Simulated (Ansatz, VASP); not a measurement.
## Eu in VASP and in Ansatz

```
Eu
1.0
     0.00000    2.16509    2.16509
     2.16509    0.00000    2.16509
     2.16509    2.16509    0.00000
Eu
1
Direct
  0.00000 0.00000 0.00000
```

Alike in both runs: functional PBE; k mesh 15 × 15 × 15; occupations fermi-dirac, width 0.08 eV; collinear spin.

Ansatz relaxed the structure, and its values are those at the end. VASP's run is a single point on that final structure, the one shown.

```csv
,VASP,Ansatz
version,VASP 6.6.1,Ansatz 0.2.0
potentials or method,"VASP PAW PBE potentials, release 64 (Eu), cutoff 520 eV","all-electron LAPW, scalar-relativistic"
```

|  | VASP | Ansatz | Ansatz less VASP |
| --- | --- | --- | --- |
| net moment per atom (μB) | 7.00 | 7.00 | +0.005 |
| size of the moment on the site where the two differ most (μB) | 6.59 | 6.83 | +0.232 |

Site moments also hang on the region over which each program counts them. Ansatz ran all-electron here, so the differences hold the error of VASP's frozen core and of both bases.

 The state reached can hang on the start; a lower one may exist.
